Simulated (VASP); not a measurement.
# Ru in VASP: notebook

Runs on Ru. Level: PBEsol. Tasks: single point, relaxation of the atoms.

Program: VASP 6.6.1. These are calculated values, not measurements. Logs are shortened: lines on timing, memory, paths and dates and some standing lists are left out, and cuts for length are marked.

### Step 1. The structure

The cell holds a slab with vacuum, 7 atoms: a = 2.688 Å, b = 2.688 Å, c = 27.766 Å, α = 90.00°, β = 90.00°, γ = 120.00°.

The slab is cut from a database's or a generator's crystal, which needn't be the stable form of the element.

### Step 2. Single point, PBEsol

File INCAR:

```
PREC     = Accurate       # precision mode
ENCUT    = 520            # plane-wave cutoff, eV
EDIFF    = 1E-6           # SCF threshold, eV
ISMEAR   = 1              # smearing method
SIGMA    = 0.1            # smearing width, eV
LREAL    = False          # projectors in reciprocal space
LASPH    = True           # aspherical terms in the spheres
NELM     = 80             # most SCF steps
ALGO     = Normal         # electronic algorithm
ISIF     = 2              # what is computed and relaxed
LWAVE    = False          # write WAVECAR
LCHARG   = False          # write CHGCAR
LDIPOL   = True         
IDIPOL   = 3            
DIPOL    = 0.5 0.5 0.500
GGA      = PS             # functional
LVHAR    = True         
LVACPOTAV= True         
ICORELEVEL= 1            
KPAR     = 4
```

File KPOINTS:

```
regular mesh
0
Gamma
  15 15 1
```

File POSCAR:

```
Ru
1.0
    2.6879025100      0.0000000000      0.0000000000
   -1.3439507500      2.3277915600      0.0000000000
    0.0000000000      0.0000000000     27.7656270000
Ru
7
Direct
    0.3333330000      0.6666660000      0.2701181600
    0.6666670000      0.3333340000      0.3467454400
    0.3333330000      0.6666660000      0.4233727200
    0.6666670000      0.3333340000      0.5000000000
    0.3333330000      0.6666660000      0.5766272800
    0.6666670000      0.3333340000      0.6532545600
    0.3333330000      0.6666660000      0.7298818400
```

Potentials or basis: VASP PAW PBE potentials, release 64 (Ru_pv).

The run is started by

```console
cat potpaw_PBE.64/Ru_pv/POTCAR > POTCAR
mpirun -np 4 vasp_std > vasp.out
```

OUTCAR:

```text
PREC = Accurate
   ENCUT = 520
   EDIFF = 1E-6
   ISMEAR = 1
   LREAL = False
   LASPH = True
   NELM = 80
   ISIF = 2
   GGA = PS

 ion  position               nearest neighbor table
   1  0.333  0.667  0.270-   2 2.63   2 2.63   2 2.63
   2  0.667  0.333  0.347-   1 2.63   3 2.63   1 2.63   3 2.63   1 2.63   3 2.63
   3  0.333  0.667  0.423-   4 2.63   2 2.63   4 2.63   2 2.63   4 2.63   2 2.63
   4  0.667  0.333  0.500-   3 2.63   5 2.63   3 2.63   5 2.63   3 2.63   5 2.63
   5  0.333  0.667  0.577-   4 2.63   6 2.63   4 2.63   6 2.63   4 2.63   6 2.63
   6  0.667  0.333  0.653-   7 2.63   5 2.63   7 2.63   5 2.63   7 2.63   5 2.63
   7  0.333  0.667  0.730-   6 2.63   6 2.63   6 2.63

  LATTYP: Found a hexagonal cell.
 ALAT       =     2.6879025100
 C/A-ratio  =    10.3298489795

  Lattice vectors:

 A1 = (   2.6879025100,   0.0000000000,   0.0000000000)
 A2 = (  -1.3439507500,   2.3277915600,   0.0000000000)
 A3 = (   0.0000000000,   0.0000000000,  27.7656270000)

Analysis of symmetry for initial positions (statically):
=====================================================================
 Subroutine PRICEL returns:
 Original cell was already a primitive cell.

 Routine SETGRP: Setting up the symmetry group for a
 hexagonal supercell.

 Subroutine GETGRP returns: Found 12 space group operations
 (whereof 12 operations were pure point group operations)
 out of a pool of 24 trial point group operations.

The static configuration has the point symmetry D_3h.

Analysis of symmetry for dynamics (positions and initial velocities):
=====================================================================
 Subroutine PRICEL returns:
 Original cell was already a primitive cell.

 Routine SETGRP: Setting up the symmetry group for a
 hexagonal supercell.

 Subroutine GETGRP returns: Found 12 space group operations
 (whereof 12 operations were pure point group operations)
 out of a pool of 24 trial point group operations.

The dynamic configuration has the point symmetry D_3h.

 Subroutine INISYM returns: Found 12 space group operations
 (whereof 12 operations are pure point group operations),
 and found     1 'primitive' translations

----------------------------------------------------------------------------------------

                                     Primitive cell

  volume of cell :     173.7261

  direct lattice vectors                    reciprocal lattice vectors
     2.687902510  0.000000000  0.000000000     0.372037303  0.214795784  0.000000000
    -1.343950750  2.327791560  0.000000000     0.000000000  0.429591729  0.000000000
     0.000000000  0.000000000 27.765627000     0.000000000  0.000000000  0.036015754

  length of vectors
     2.687902510  2.687902001 27.765627000     0.429591647  0.429591729  0.036015754

  position of ions in fractional coordinates (direct lattice)
     0.333333000  0.666666000  0.270118160
     0.666667000  0.333334000  0.346745440
     0.333333000  0.666666000  0.423372720
     0.666667000  0.333334000  0.500000000
     0.333333000  0.666666000  0.576627280
     0.666667000  0.333334000  0.653254560
     0.333333000  0.666666000  0.729881840

  ion indices of the primitive-cell ions
   primitive index   ion index
                 1           1
                 2           2
                 3           3
                 4           4
                 5           5
                 6           6
                 7           7

----------------------------------------------------------------------------------------

 KPOINTS: regular mesh

Automatic generation of k-mesh.
 Grid dimensions read from file:
 generate k-points for:   15   15    1

 Generating k-lattice:

  Cartesian coordinates                     Fractional coordinates (reciprocal lattice)
     0.024802487  0.014319719  0.000000000     0.066666667  0.000000000  0.000000000
     0.000000000  0.028639449  0.000000000     0.000000000  0.066666667  0.000000000
     0.000000000  0.000000000  0.036015754     0.000000000  0.000000000  1.000000000

  Length of vectors
     0.028639443  0.028639449  0.036015754

  Shift w.r.t. Gamma in fractional coordinates (k-lattice)
     0.000000000  0.000000000  0.000000000

 Subroutine IBZKPT returns following result:
 ===========================================

 Found     27 irreducible k-points:

 Following reciprocal coordinates:
            Coordinates               Weight
  0.000000  0.000000  0.000000      1.000000
  0.066667  0.000000  0.000000      6.000000
  0.133333  0.000000  0.000000      6.000000
  0.200000  0.000000  0.000000      6.000000
  0.266667  0.000000  0.000000      6.000000
  0.333333  0.000000  0.000000      6.000000
[... 16 lines left out ...]
  0.333333  0.200000  0.000000     12.000000
  0.400000  0.200000  0.000000      6.000000
 [... further k-points ...]
   k-points           NKPTS =     27   k-points in BZ     NKDIM =     27   number of bands    NBANDS=     58
   number of dos      NEDOS =    301   number of ions     NIONS =      7
   total plane-waves  NPLWV =  84000
   dimension x,y,z NGX =    20 NGY =   20 NGZ =  210
   dimension x,y,z NGXF=    40 NGYF=   40 NGZF=  420
   ions per type =               7
   NGX,Y,Z   is equivalent  to a cutoff of  12.37, 12.37, 12.57 a.u.
   NGXF,Y,Z  is equivalent  to a cutoff of  24.74, 24.74, 25.15 a.u.
 SYSTEM =  unknown system
   PREC   = accura    normal or accurate (medium, high low for compatibility)
   ISTART =      0    job   : 0-new  1-cont  2-samecut
   ICHARG =      2    charge: 1-file 2-atom 10-const
   ISPIN  =      1    spin polarized calculation?
   LNONCOLLINEAR =      F non collinear calculations
   LSORBIT =      F    spin-orbit coupling
   LASPH  =      T    aspherical Exc in radial PAW
   ENCUT  =  520.0 eV  38.22 Ry    6.18 a.u.   5.00  5.00 51.63*2*pi/ulx,y,z
   NELM   =     80;   NELMIN=  2; NELMDL= -5     # of ELM steps
   EDIFF  = 0.1E-05   stopping-criterion for ELM
   LREAL  =      F    real-space projection
   EDIFFG = 0.1E-04   stopping-criterion for IOM
   NSW    =      0    number of steps for IOM
   IBRION =     -1    ionic relax: 0-MD 1-quasi-New 2-CG
   NFREE  =      0    steps in history (QN), initial steepest desc. (CG)
   ISIF   =      2    stress and relaxation
   ISYM   =      2    0-nonsym 1-usesym 2-fastsym
   POTIM  = 0.5000    time-step for ionic-motion
   TEBEG  =    0.0;   TEEND  =   0.0 temperature during run
   PSTRESS=    0.0 pullay stress
   NELECT =      98.0000    total number of electrons
   NUPDOWN=      -1.0000    fix difference up-down
   EMIN   =  10.00;   EMAX   =-10.00  energy-range for DOS
   EFERMI =   0.00;   METHOD = LEGACY
   ISMEAR =     1;   SIGMA  =   0.10  broadening in eV -4-tet -1-fermi 0-gaus
   EFERMI_NEDOS =   21; number of points for ismear=-14 and -15
   IALGO  =     38    algorithm
   IMIX   =      4    mixing-type and parameters
     AMIX     =   0.40;   BMIX     =  1.00
     AMIX_MAG =   1.60;   BMIX_MAG =  1.00
  volume/ion in A,a.u.               =      24.82       167.48
  Fermi-wavevector in a.u.,A,eV,Ry     =   1.352680  2.556195 24.895178  1.829744
  Thomas-Fermi vector in A             =   2.479999
   LORBIT       =      0    0 simple, 1 ext, 2 COOP (PROOUT), +10 PAW based schemes
   GGA     = PS    functional components
   LHFCALC =     F    Hartree Fock is set to
   AEXX    =    0.0000 exact exchange contribution
   IVDW    =     0    specifies the selected vdW correction
   LEPSILON=     F    determine dielectric tensor
   LRPA    =     F    only Hartree local field effects (RPA)
 non-spin polarized calculation
 Methfessel and Paxton  Order N= 1 SIGMA  =   0.10
  energy-cutoff  :      520.00
  volume of cell :      173.73
 maximum number of plane-waves:      4767
 NGX is ok and might be reduce to    20
   NGX =  9   NGY =  9   NGZ =103

 number of electron      98.0000018 magnetization

 dipolmoment           0.000000      0.000000     -0.000000 electrons x Angstroem

 Free energy of the ion-electron system (eV)
  ---------------------------------------------------
  ext. energy  EPLUGINS =         0.00000000
  ---------------------------------------------------
  free energy    TOTEN  =       -68.75558618 eV

  energy without entropy =      -68.75104915  energy(sigma->0) =      -68.75407383

 the core state eigenenergies are
   1-  1s -21925.5800  2s  -3145.8910  2p  -2816.4307  3s   -547.5214  3p   -439.2936
       3d   -265.2894  4s    -68.0704
   2-  1s -21925.9394  2s  -3146.3265  2p  -2816.8593  3s   -547.9577  3p   -439.7299
       3d   -265.7299  4s    -68.5156
   3-  1s -21925.7812  2s  -3146.1697  2p  -2816.7020  3s   -547.8125  3p   -439.5847
       3d   -265.5836  4s    -68.3964
   4-  1s -21925.7628  2s  -3146.1513  2p  -2816.6836  3s   -547.7954  3p   -439.5676
       3d   -265.5664  4s    -68.3821
   5-  1s -21925.7812  2s  -3146.1697  2p  -2816.7020  3s   -547.8125  3p   -439.5847
       3d   -265.5836  4s    -68.3964
   6-  1s -21925.9394  2s  -3146.3265  2p  -2816.8593  3s   -547.9577  3p   -439.7299
       3d   -265.7299  4s    -68.5156
   7-  1s -21925.5800  2s  -3145.8910  2p  -2816.4307  3s   -547.5214  3p   -439.2936
       3d   -265.2894  4s    -68.0704

 E-fermi :   4.6215     XC(G=0):  -8.4718

 val. band max:        4.6158985567   @ k =   0.0667   0.0667   0.0000
 cond. band min:       4.6314839418   @ k =   0.2667   0.2000   0.0000
 fundamental gap:      0.0155853851
 Fermi energy:         4.6215152139

 k-point     1 :       0.0000    0.0000    0.0000
  band No.  band energies     occupation
      1     -39.0173      2.00000
      2     -38.8895      2.00000
      3     -38.6235      2.00000
      4     -38.3183      2.00000
      5     -38.1006      2.00000
      6     -38.1006      2.00000
[... 236 lines left out ...]
 k-point     5 :       0.2667    0.0000    0.0000
  band No.  band energies     occupation
      1     -38.8263      2.00000
      2     -38.7978      2.00000
      3     -38.7031      2.00000
      4     -38.6300      2.00000
      5     -38.5418      2.00000
      6     -38.4691      2.00000
[... 23 lines left out ...]
     30       0.4615      2.00000
     31       0.6630      2.00000

------------------------ aborting loop because EDIFF is reached ----------------------------------------

  FORCE on cell =-STRESS in cart. coord.  units (eV):
  Direction    XX          YY          ZZ          XY          YZ          ZX
  --------------------------------------------------------------------------------------
  -------------------------------------------------------------------------------------
  Total       -4.0190767     -4.0190757     -3.5489266     -0.0000009     -0.0000000      0.0000000
  in kB      -37.0656644    -37.0656549    -32.7297364     -0.0000080     -0.0000000      0.0000000
  external PRESSURE =     -35.6203519 kB  Pullay stress =       0.0000000 kB

 VOLUME and BASIS-vectors are now :
 -----------------------------------------------------------------------------
  energy-cutoff  :      520.00
  volume of cell :      173.73
      direct lattice vectors                 reciprocal lattice vectors
     2.687902510  0.000000000  0.000000000     0.372037303  0.214795784  0.000000000
    -1.343950750  2.327791560  0.000000000     0.000000000  0.429591729  0.000000000
     0.000000000  0.000000000 27.765627000     0.000000000  0.000000000  0.036015754

 POSITION                                       TOTAL-FORCE (eV/Angst)
 -----------------------------------------------------------------------------------
      0.00000      1.55186      7.50000         0.000000      0.000000      0.825882
      1.34395      0.77593      9.62760        -0.000000     -0.000000     -0.716923
      0.00000      1.55186     11.75521         0.000000      0.000000     -0.233733
      1.34395      0.77593     13.88281        -0.000000     -0.000000      0.000000
      0.00000      1.55186     16.01042         0.000000     -0.000000      0.233733
      1.34395      0.77593     18.13802        -0.000000      0.000000      0.716923
      0.00000      1.55186     20.26563         0.000000      0.000000     -0.825882
 -----------------------------------------------------------------------------------
    total drift:                                0.000000      0.001438      0.000000

  FREE ENERGIE OF THE ION-ELECTRON SYSTEM (eV)
  ---------------------------------------------------
  free  energy   TOTEN  =       -68.7555861755 eV

  energy  without entropy=      -68.7510491452  energy(sigma->0) =      -68.75407383

 vacuum level on the upper side and lower side of the slab         9.859         9.859
```

It took 2.9 min on 4 MPI ranks of Intel Xeon Platinum 8259CL at 2.50GHz (Skylake/Cascade Lake), shared host; peak memory 0.38 GiB.

Results:

```yaml
Free_energy: -68.7556 eV
Largest_force: 0.826 eV/Å
Band_gap_on_the_k_mesh: none (metal or under the smearing width)
Work_function_of_the_upper_face: 5.24 eV
Work_function_of_the_lower_face: 5.24 eV
```

Forces on the atoms (eV/Å):
```
Ru   0.000  0.000  0.826
Ru   0.000  0.000 -0.717
Ru   0.000  0.000 -0.234
Ru   0.000  0.000  0.000
Ru   0.000  0.000  0.234
Ru   0.000  0.000  0.717
Ru   0.000  0.000 -0.826
```

Levels at points of the mesh, in eV from the Fermi level:
```tsv
k point	band 44	band 45	band 46	band 47	band 48	band 49	band 50	band 51	band 52	band 53
(0.00, 0.00, 0.00)	-2.04	-1.94	-1.94	-1.70	-1.15	-1.15	-0.60	-0.60	-0.46	0.06
```

Core levels (eV, on the scale of the bands):
```tsv
atom	levels
1 Ru	1s -21925.6, 2s -3145.9, 2p -2816.4, 3s -547.5, 3p -439.3, 3d -265.3, 4s -68.1
2 Ru	1s -21925.9, 2s -3146.3, 2p -2816.9, 3s -548.0, 3p -439.7, 3d -265.7, 4s -68.5
3 Ru	1s -21925.8, 2s -3146.2, 2p -2816.7, 3s -547.8, 3p -439.6, 3d -265.6, 4s -68.4
4 Ru	1s -21925.8, 2s -3146.2, 2p -2816.7, 3s -547.8, 3p -439.6, 3d -265.6, 4s -68.4
5 Ru	1s -21925.8, 2s -3146.2, 2p -2816.7, 3s -547.8, 3p -439.6, 3d -265.6, 4s -68.4
6 Ru	1s -21925.9, 2s -3146.3, 2p -2816.9, 3s -548.0, 3p -439.7, 3d -265.7, 4s -68.5
```

Caveat: the PAW data sets were made with another functional, which shifts forces and pressure a little.

### Step 3. Relaxation of the atoms, PBEsol

File INCAR:

```
  PREC = Accurate
  ENCUT = 520
  EDIFF = 1E-6
  ISMEAR = 1
  SIGMA = 0.1
  LREAL = False
  LASPH = True
  NELM = 80
  ALGO = Normal
  ISIF = 2
  LWAVE = False
  LCHARG = False
  LDIPOL = True
  IDIPOL = 3
  DIPOL = 0.5 0.5 0.500
  GGA = PS
  IBRION = 2
  NSW = 80
  EDIFFG = -0.02
  KPAR = 4
```

KPOINTS is that of step 2.

POSCAR is that of step 2.

Potentials or basis: VASP PAW PBE potentials, release 64 (Ru_pv).

The run is started by

```console
cat potpaw_PBE.64/Ru_pv/POTCAR > POTCAR
mpirun -np 4 vasp_std > vasp.out
```

It took 11 min on 4 MPI ranks of Intel Xeon Platinum 8259CL at 2.50GHz (Skylake/Cascade Lake), shared host; peak memory 0.41 GiB.

Results (log left out):

```
Free energy                  : -68.8287 eV
Energy gained by relaxing    : 10.4 meV/atom
Ionic steps                  : 9
Largest force after relaxing : 0.003 eV/Å
Band gap on the k mesh       : none (metal or under the smearing width)
```

Forces in eV/Å, atoms in the order of the input:
```
Ru   0.000  0.000 -0.003
Ru   0.000  0.000  0.003
Ru   0.000  0.000  0.002
Ru   0.000  0.000  0.000
Ru   0.000  0.000 -0.002
Ru   0.000  0.000 -0.003
Ru   0.000  0.000  0.003
```

The path:
```csv
step,energy change (eV),largest force (eV/Å),pressure (GPa)
1,0.0000,0.8259,-3.56
2,-0.0679,0.1352,-2.48
3,-0.0683,0.1242,-2.38
4,-0.0707,0.0637,-2.27
5,-0.0710,0.0569,-2.20
6,-0.0716,0.0485,-2.12
7,-0.0728,0.0222,-1.87
8,-0.0724,0.0336,-1.36
9,-0.0731,0.0032,-1.67
```

Final structure:
```
Ru
1.0
     2.68790    0.00000    0.00000
    -1.34395    2.32779    0.00000
     0.00000    0.00000   27.76563
Ru
7
Direct
  0.33333 0.66667 0.27265
  0.66667 0.33333 0.34628
  0.33333 0.66667 0.42302
  0.66667 0.33333 0.50000
  0.33333 0.66667 0.57698
  0.66667 0.33333 0.65372
  0.33333 0.66667 0.72735
```

Levels at points of the mesh, in eV from the Fermi level:
```tsv
k point	band 46	band 47	band 48	band 49	band 50	band 51
(0.00, 0.00, 0.00)	-2.01	-1.73	-1.15	-1.15	-0.67	-0.67
```

Caveat: the PAW data sets were made with another functional, which shifts forces and pressure a little.

[end of part 1 of 2]
